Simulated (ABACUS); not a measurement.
# Zr (P6_3/mmc) in ABACUS: reference runs

Reference runs on Zr: the cell as given and a disturbed copy.

All numbers are computed with ABACUS 3.10.1; they aren't measurements. Logs are shortened: lines on timing, memory, paths and dates and some standing lists are left out, and cuts for length are marked.

## Step 1: The crystal as given

It takes space group P6_3/mmc (No. 194, hexagonal). Conventional cell: a = 3.232 Å, b = 3.232 Å, c = 5.147 Å, α = 90.00°, β = 90.00°, γ = 120.00°. Zr (site symmetry -6m2) is surrounded by 12 Zr at 3.18 to 3.23 Å.

## Step 2: Single point, PBEsol

Input file INPUT:

```
INPUT_PARAMETERS
suffix              Zr
calculation         scf
basis_type          pw
pseudo_dir          ./
symmetry            1
dft_functional      pbesol
ecutwfc             66
pseudo_rcut         7
nspin               1
nbands              16
ks_solver           dav
smearing_method     fd
smearing_sigma      0.00367493
scf_thr             1e-08
scf_nmax            100
mixing_type         broyden
mixing_beta         0.7
cal_force           1
cal_stress          1
out_chg             1
out_pot             2
out_elf             1
```

Input file STRU:

```
ATOMIC_SPECIES
Zr 91.2240 Zr.upf

LATTICE_CONSTANT
1.8897261246

LATTICE_VECTORS
3.2320000000 0.0000000000 0.0000000000
-1.6160000000 2.7989941050 0.0000000000
0.0000000000 0.0000000000 5.1470000000

ATOMIC_POSITIONS
Direct

Zr
0.0
2
0.6666666667 0.3333333333 0.7500000000 1 1 1
0.3333333333 0.6666666667 0.2500000000 1 1 1
```

Input file KPT:

```
K_POINTS
0
Gamma
9 9 5 0 0 0
```

Potentials or basis: PseudoDojo NC SR 0.4.1 PBEsol standard, plane waves.

The run is started by

```bash
> OMP_NUM_THREADS=1 mpirun -np 4 abacus > log
```

running log:

```text
ABACUS v3.10.1

               Atomic-orbital Based Ab-initio Computation at UStc

 ------------------------------------------------------------------------------------

 READING GENERAL INFORMATION
                           global_out_dir = OUT.Zr/
                           global_in_card = INPUT
                               pseudo_dir = ./
                              orbital_dir =
                                    DSIZE = 4
                                    GSIZE = 1

 READING UNITCELL INFORMATION
                                    ntype = 1
                  lattice constant (Bohr) = 1.88973
              lattice constant (Angstrom) = 1

 READING ATOM TYPE 1
                               atom label = Zr
                      L=0, number of zeta = 1
                      L=1, number of zeta = 1
                      L=2, number of zeta = 1
             number of atom for this type = 2

                        TOTAL ATOM NUMBER = 2
DIRECT COORDINATES
    atom                   x                   y                   z     mag                  vx                  vy                  vz
taud_Zr1            0.6666666667        0.3333333333        0.7500000000  0.0000        0.0000000000        0.0000000000        0.0000000000
taud_Zr2            0.3333333333        0.6666666667        0.2500000000  0.0000        0.0000000000        0.0000000000        0.0000000000

                          Volume (Bohr^3) = 314.213
                             Volume (A^3) = 46.5615

 Lattice vectors: (Cartesian coordinate: in unit of a_0)
               +3.232                  +0                  +0
               -1.616            +2.79899                  +0
                   +0                  +0              +5.147
 Reciprocal vectors: (Cartesian coordinate: in unit of 2 pi/a_0)
            +0.309406           +0.178636                  -0
                   -0           +0.357271                  -0
                   +0                  -0           +0.194288
 The esolver type has been set to : ksdft_pw

                PAO radial cut off (Bohr) = 7

 Read in pseudopotential file is Zr.upf
                     pseudopotential type = NC
          exchange-correlation functional = PBESOL
                 nonlocal core correction = 1
                        valence electrons = 12
                                     lmax = 2
                           number of zeta = 4
                     number of projectors = 6
                           L of projector = 0
                           L of projector = 0
                           L of projector = 1
                           L of projector = 1
                           L of projector = 2
                           L of projector = 2
     initial pseudo atomic orbital number = 20

 SETUP THE ELECTRONS NUMBER
            electron number of element Zr = 12
      total electron number of element Zr = 24
            AUTOSET number of electrons:  = 24
                           occupied bands = 12
                                   NBANDS = 16
                                   NLOCAL = 18

%%%%%%%%%%%%%%%%%%%%%%%%%%%%%%%%%%%%%%%%%%%%%%%%%%%%%%%%%%%%%%%%%%%%%%%%%%%%%%%%%%%%%%%%%%%%%%%%%%%%%%%%%%
 Warning: the number of valence electrons in pseudopotential > 4 for Zr: [Kr] 4d2 5s2
 Pseudopotentials with additional electrons can yield (more) accurate outcomes, but may be less efficient.
 If you're confident that your chosen pseudopotential is appropriate, you can safely ignore this warning.
%%%%%%%%%%%%%%%%%%%%%%%%%%%%%%%%%%%%%%%%%%%%%%%%%%%%%%%%%%%%%%%%%%%%%%%%%%%%%%%%%%%%%%%%%%%%%%%%%%%%%%%%%%

 SETUP THE PLANE WAVE BASIS
 energy cutoff for charge/potential (unit:Ry) = 264
            fft grid for charge/potential = [ 32, 32, 54 ]
                        fft grid division = [ 1, 1, 1 ]
        big fft grid for charge/potential = [ 32, 32, 54 ]
                                     nbxx = 14336
                                     nrxx = 14336

 SETUP PLANE WAVES FOR CHARGE/POTENTIAL
                    number of plane waves = 22815
                         number of sticks = 673

 PARALLEL PW FOR CHARGE/POTENTIAL
     PROC   COLUMNS(POT)             PW
        1            168           5702
        2            168           5704
        3            168           5702
        4            169           5707
 --------------- sum -------------------
        4            673          22815
                            number of |g| = 1060
                                  max |g| = 23.8645
                                  min |g| = 0.127643

----------- Double Check Mixing Parameters Begin ------------
mixing_type: broyden
mixing_beta: 0.7
mixing_gg0: 1
mixing_gg0_min: 0.1
[... 43 lines left out ...]
                                       S3 = 2
                                       S4 = 0
                                       S6 = 2
               POINT GROUP IN SPACE GROUP = D_6h

 SETUP K-POINTS
                                    nspin = 1
                   Input type of k points = Monkhorst-Pack(Gamma)
                                   nkstot = 405
                       right hand lattice = 1
(for reciprocal lattice: )
                             BRAVAIS TYPE = 4
                     BRAVAIS LATTICE NAME = 04. Hexagonal cell
                                    ibrav = 4
                       right hand lattice = 1
(for k-lattice: )
                             BRAVAIS TYPE = 4
                     BRAVAIS LATTICE NAME = 04. Hexagonal cell
                                    ibrav = 4
                       right hand lattice = 1
                        ROTATION MATRICES = 24
                               nkstot_ibz = 36
K-POINTS REDUCTION ACCORDING TO SYMMETRY
     IBZ    DIRECT_X    DIRECT_Y    DIRECT_Z  WEIGHT  ibz2bz
       1  0.00000000  0.00000000  0.00000000  0.0025       0
       2 -0.11111111  0.11111111  0.00000000  0.0148       1
       3 -0.22222222  0.22222222  0.00000000  0.0148       2
       4 -0.33333333  0.33333333  0.00000000  0.0148       3
       5 -0.44444444  0.44444444  0.00000000  0.0148       4
       6 -0.11111111  0.22222222  0.00000000  0.0148      10
[... 22 lines left out ...]
      29 -0.44444444  0.44444444  0.40000000  0.0296     166
      30 -0.11111111  0.22222222  0.40000000  0.0296     172
[... 6 further k points ...]

                               nkstot now = 36
[... K-POINTS DIRECT COORDINATES: 36 rows ...]

           k-point number in this process = 36
       minimum distributed K point number = 36
[... stars of the k points ...]

[... K-POINTS CARTESIAN COORDINATES: 36 rows ...]

[... K-POINTS DIRECT COORDINATES: 36 rows ...]

 SETUP PLANE WAVES FOR WAVE FUNCTIONS
     energy cutoff for wavefunc (unit:Ry) = 66
              fft grid for wave functions = [ 32, 32, 54 ]
                    number of plane waves = 3983
                         number of sticks = 211

 PARALLEL PW FOR WAVE FUNCTIONS
     PROC   COLUMNS(POT)             PW
        1             53            997
        2             52            994
        3             53            995
        4             53            997
 --------------- sum -------------------
        4            211           3983

 SETUP NONLOCAL PSEUDOPOTENTIALS IN PLANE WAVE BASIS
 Zr non-local projectors:
 projector 1 L=0
 projector 2 L=0
 projector 3 L=1
 projector 4 L=1
 projector 5 L=2
 projector 6 L=2
      TOTAL NUMBER OF NONLOCAL PROJECTORS = 36

 Init Non-Local PseudoPotential table :
 Init Non-Local-Pseudopotential done.

                                     npwx = 731

 Make real space PAO into reciprocal space.
       max mesh points in Pseudopotential = 701
     dq(describe PAO in reciprocal space) = 0.01
                                    max q = 979

 number of pseudo atomic orbitals for Zr is 4
WARNING: norm of atomic wavefunction # 3 of atomic type Zr is 0.998132, renormalized
WARNING: norm of atomic wavefunction # 4 of atomic type Zr is 0.988444, renormalized

 -------------------------------------------
 SELF-CONSISTENT
 -------------------------------------------
                                 init_chg = atomic

 PW ALGORITHM --------------- ION=   1  ELEC=   1--------------------------------
 Notice: Threshold on eigenvalues was too large.
 hsover_error=0.24 > DRHO=0.0546031
 Origin diag ethr = 0.01
 New diag ethr = 0.000227513

 Density error is 0.0553684437362
                          Error Threshold = 0.000227512909079
----------------------------------------------------------
     Energy           Rydberg                 eV
----------------------------------------------------------
 E_KohnSham     -202.3774100823      -2753.4859236016
 E_Harris       -204.1409665707      -2777.4803405884
 E_Fermi        1.0492858647         14.2762665904
----------------------------------------------------------
[... 51 lines left out ...]
 Density error is 5.33245469268e-10
                          Error Threshold = 8.37221715812e-11
----------------------------------------------------------
     Energy           Rydberg                 eV
----------------------------------------------------------
 E_KohnSham     -202.3871575143      -2753.6185442174
 E_KS(sigma->0) -202.3865454096      -2753.6102161061
 E_Harris       -202.3870351993      -2753.6168800376
 E_band         -14.1957186584       -193.1426609589
 E_one_elec     -35.8145596046       -487.2820819828
 E_Hartree      27.3442390346        372.0374583446
 E_xc           -39.7782321325       -541.2106133692
 E_Ewald        -154.1373806024      -2097.1466509876
 E_entropy(-TS) -0.0012242093        -0.0166562224
 E_descf        0.0000000000         0.0000000000
 E_exx          0.0000000000         0.0000000000
 E_Fermi        1.0290342180         14.0007288023
----------------------------------------------------------

 charge density convergence is achieved
 final etot is -2753.6185442 eV
 EFERMI = 14.000728802 eV
The vacuum level is 13.776973138 eV

 STATE ENERGY(eV) AND OCCUPATIONS    NSPIN == 1
 1/36 kpoint (Cartesian) = 0.0000 0.0000 0.0000 (702 pws)
       1       -34.7566     0.00493827
       2       -34.6003     0.00493827
       3       -13.3142     0.00493827
       4       -12.4343     0.00493827
       5       -12.4343     0.00493827
       6       -12.2974     0.00493827
[... 8 lines left out ...]
      15        15.5408    2.07357e-16
      16        15.5408    2.07357e-16
[... 76 lines left out ...]
       3       -13.2055      0.0296296
       4       -12.6383      0.0296296
       5       -12.5792      0.0296296
       6       -12.4577      0.0296296
[... 8 lines left out ...]
      15        15.7821    9.97403e-18
      16        15.8384    3.23421e-18

[... levels at 30 further k points ...]

------------------------------------------------------------------------------------------
 TOTAL-FORCE (eV/Angstrom)
------------------------------------------------------------------------------------------
                       Zr1         0.0000000000         0.0000000000         0.0000000000
                       Zr2         0.0000000000         0.0000000000         0.0000000000
------------------------------------------------------------------------------------------

----------------------------------------------------------------
 TOTAL-STRESS (KBAR)
----------------------------------------------------------------
       -34.8740598329         0.0000000000         0.0000000000
         0.0000000000       -34.8740598337         0.0000000000
         0.0000000000         0.0000000000       -26.3589036126
----------------------------------------------------------------
 TOTAL-PRESSURE: -32.035674 KBAR

 --------------------------------------------
 !FINAL_ETOT_IS -2753.6185442173587035 eV
 --------------------------------------------
```

Wall time 4.3 s (4 MPI ranks of Intel Xeon 6975P-C (Granite Rapids), shared host); peak memory 0.24 GiB.

What came out:

```yaml
Free_energy: -2753.6185 eV
Pressure: -3.2 GPa
Band_gap_on_the_k_mesh: none (metal or under the smearing width)
```

Stress tensor (GPa, compression positive):
```
-3.49  0.00  0.00
 0.00 -3.49  0.00
 0.00  0.00 -2.64
```

## Step 3: Single point, PBEsol (atoms moved at random, drawn with an rms of 0.05 Å)

INPUT: that of step 2 with these lines changed.

```diff
@@ -20,4 +20,2 @@
 cal_stress          1
-out_chg             1
-out_pot             2
-out_elf             1
+kpar                4
```

STRU: that of step 2 with these lines changed.

```diff
@@ -17,3 +17,3 @@
 2
-0.6666666667 0.3333333333 0.7500000000 1 1 1
-0.3333333333 0.6666666667 0.2500000000 1 1 1
+0.6621390000 0.3386440000 0.7491820000 1 1 1
+0.3471260000 0.6825800000 0.2445790000 1 1 1
```

KPT is that of step 2.

Potentials or basis: PseudoDojo NC SR 0.4.1 PBEsol standard, plane waves.

The run is started by

```bash
> OMP_NUM_THREADS=1 mpirun -np 4 abacus > log
```

running log:

```text
ABACUS v3.10.1

               Atomic-orbital Based Ab-initio Computation at UStc

 ------------------------------------------------------------------------------------

 READING GENERAL INFORMATION
                           global_out_dir = OUT.Zr/
                           global_in_card = INPUT
                               pseudo_dir = ./
                              orbital_dir =
                                    DSIZE = 4
                                    GSIZE = 1

 READING UNITCELL INFORMATION
                                    ntype = 1
                  lattice constant (Bohr) = 1.88973
              lattice constant (Angstrom) = 1

 READING ATOM TYPE 1
                               atom label = Zr
                      L=0, number of zeta = 1
                      L=1, number of zeta = 1
                      L=2, number of zeta = 1
             number of atom for this type = 2

                        TOTAL ATOM NUMBER = 2
DIRECT COORDINATES
    atom                   x                   y                   z     mag                  vx                  vy                  vz
taud_Zr1            0.6621390000        0.3386440000        0.7491820000  0.0000        0.0000000000        0.0000000000        0.0000000000
taud_Zr2            0.3471260000        0.6825800000        0.2445790000  0.0000        0.0000000000        0.0000000000        0.0000000000

                          Volume (Bohr^3) = 314.213
                             Volume (A^3) = 46.5615

 Lattice vectors: (Cartesian coordinate: in unit of a_0)
               +3.232                  +0                  +0
               -1.616            +2.79899                  +0
                   +0                  +0              +5.147
 Reciprocal vectors: (Cartesian coordinate: in unit of 2 pi/a_0)
            +0.309406           +0.178636                  -0
                   -0           +0.357271                  -0
                   +0                  -0           +0.194288
 The esolver type has been set to : ksdft_pw

                PAO radial cut off (Bohr) = 7

 Read in pseudopotential file is Zr.upf
                     pseudopotential type = NC
          exchange-correlation functional = PBESOL
                 nonlocal core correction = 1
                        valence electrons = 12
                                     lmax = 2
[... 195 lines left out ...]
 hsover_error=0.24 > DRHO=0.0548783
 Origin diag ethr = 0.01
 New diag ethr = 0.00022866

 Density error is 0.0556096940211
                          Error Threshold = 0.000228659742637
----------------------------------------------------------
     Energy           Rydberg                 eV
----------------------------------------------------------
 E_KohnSham     -202.3771386606      -2753.4822307198
 E_Harris       -204.1368330185      -2777.4241007261
 E_Fermi        1.0488411298         14.2702156626
----------------------------------------------------------
[... 63 lines left out ...]
 Density error is 5.14719869571e-10
                          Error Threshold = 1.37955426153e-10
----------------------------------------------------------
     Energy           Rydberg                 eV
----------------------------------------------------------
 E_KohnSham     -202.3870025288      -2753.6164355327
 E_KS(sigma->0) -202.3864010759      -2753.6082523460
 E_Harris       -202.3869373524      -2753.6155487612
 E_band         -14.1964188405       -193.1521874250
 E_one_elec     -35.8394363616       -487.6205476266
 E_Hartree      27.3565302495        372.2046889030
 E_xc           -39.7785783742       -541.2153242292
 E_Ewald        -154.1243151367      -2096.9688862065
 E_entropy(-TS) -0.0012029058        -0.0163663734
 E_descf        0.0000000000         0.0000000000
 E_exx          0.0000000000         0.0000000000
 E_Fermi        1.0286726042         13.9958087930
----------------------------------------------------------

 charge density convergence is achieved
 final etot is -2753.6164355 eV
 EFERMI = 13.995808793 eV

 STATE ENERGY(eV) AND OCCUPATIONS    NSPIN == 1
 1/51 kpoint (Cartesian) = 0.0000 0.0000 0.0000 (2839 pws)
       1       -34.7570     0.00493827
       2       -34.6001     0.00493827
       3       -13.3158     0.00493827
       4       -12.4446     0.00493827
       5       -12.4247     0.00493827
       6       -12.2977     0.00493827
[... 8 lines left out ...]
      15        15.5116    3.36941e-16
      16        15.5794    8.67525e-17
[... 76 lines left out ...]
       3       -13.2774     0.00987654
       4       -12.5232     0.00987654
       5       -12.4557     0.00987654
       6       -12.3742     0.00987654
[... 8 lines left out ...]
      15        15.5370    4.05743e-16
      16        15.7136    1.18609e-17

[... levels at 45 further k points ...]

------------------------------------------------------------------------------------------
 TOTAL-FORCE (eV/Angstrom)
------------------------------------------------------------------------------------------
                       Zr1         0.0344867172         0.0240981673        -0.0866352257
                       Zr2        -0.0344867172        -0.0240981673         0.0866352257
------------------------------------------------------------------------------------------

----------------------------------------------------------------
 TOTAL-STRESS (KBAR)
----------------------------------------------------------------
       -36.8630899754        -2.7177820195        -0.0631404543
        -2.7177820195       -32.9316050670        -0.0448823262
        -0.0631404543        -0.0448823262       -26.1372606806
----------------------------------------------------------------
 TOTAL-PRESSURE: -31.977319 KBAR

 --------------------------------------------
 !FINAL_ETOT_IS -2753.6164355327418889 eV
 --------------------------------------------
```

stdout:

```text
ABACUS v3.10.1

               Atomic-orbital Based Ab-initio Computation at UStc

%%%%%%%%%%%%%%%%%%%%%%%%%%%%%%%%%%%%%%%%%%%%%%%%%%%%%%%%%%%%%%%%%%%%%%%%%%%%%%%%%%%%%%%%%%%%%%%%%%%%%%%%%
 Warning: the number of valence electrons in pseudopotential > 4 for Zr: [Kr] 4d2 5s2
[... 32 lines left out ...]
 TOTAL-STRESS (KBAR)
----------------------------------------------------------------
       -36.8630899754        -2.7177820195        -0.0631404543
        -2.7177820195       -32.9316050670        -0.0448823262
        -0.0631404543        -0.0448823262       -26.1372606806
----------------------------------------------------------------
 TOTAL-PRESSURE: -31.977319 KBAR
```

Wall time 18 s (4 MPI ranks of Intel Xeon 6975P-C (Granite Rapids), shared host); peak memory 0.44 GiB.

Results:

```yaml
Free_energy: -2753.6164 eV
Pressure: -3.2 GPa
Largest_force: 0.096 eV/Å
Band_gap_on_the_k_mesh: none (metal or under the smearing width)
```

Forces in eV/Å, atoms in the order of the input:
```
Zr   0.034  0.024 -0.087
Zr  -0.034 -0.024  0.087
```

Levels at points of the mesh, in eV from the Fermi level:
```tsv
k point	band 10	band 11	band 12	band 13	band 14	band 15
(0.00, 0.00, 0.00)	-3.05	0.82	0.88	0.96	1.19	1.52
```
